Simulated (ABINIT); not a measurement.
Here is an ABINIT 10.8.3 (patched build) calculation.

run.abi

```
# Datasets: one volume each
ndtset 7
getwfk -1
scalecart1 3*0.9795861087
scalecart2 3*0.9864848297
scalecart3 3*0.9932883884
scalecart4 3*1.0000000000
scalecart5 3*1.0066227096
scalecart6 3*1.0131594038
scalecart7 3*1.0196128224

# Pseudopotentials
pp_dirpath "./"
pseudos "W.upf, C.upf"

# Structure
acell 3*1.0
rprim
     0.0000000000     4.1435722378     4.1435722378
     4.1435722378     0.0000000000     4.1435722378
     4.1435722378     4.1435722378     0.0000000000
ntypat 2
znucl 74 6
natom 2
typat 1 2
xred
     0.0000000000     0.0000000000     0.0000000000
     0.5000000000     0.5000000000     0.5000000000

# Plane-wave basis
ecut 41.0

# k points
kptopt 1
ngkpt 10 10 10
nshiftk 1
shiftk 0.0 0.0 0.0

# Exchange and correlation
ixc -116133

# Bands and occupations
nband 13
occopt 3
tsmear 0.05 eV

# SCF cycle
nstep 100
tolvrs 1.0e-10

# Output
iomode 3
prtwf 1
prtden 0
prteig 0
prtebands 0
```

Potentials or basis: PseudoDojo NC SR PBEsol v0.4.1 standard.

Launch:

```console
$ abinit run.abi > log 2>&1
```

(1) What does it give for the pressure derivative of the bulk modulus?

(2) What does it give for the bulk modulus?

(3) Estimate the equilibrium volume.

Results:

(1) 4.3.

(2) 389 GPa.

(3) 10.27 Å³/atom.

Caveat: pressures at fixed basis lie under the slope of the energies; the highest band is partly filled, so the run has too few bands.
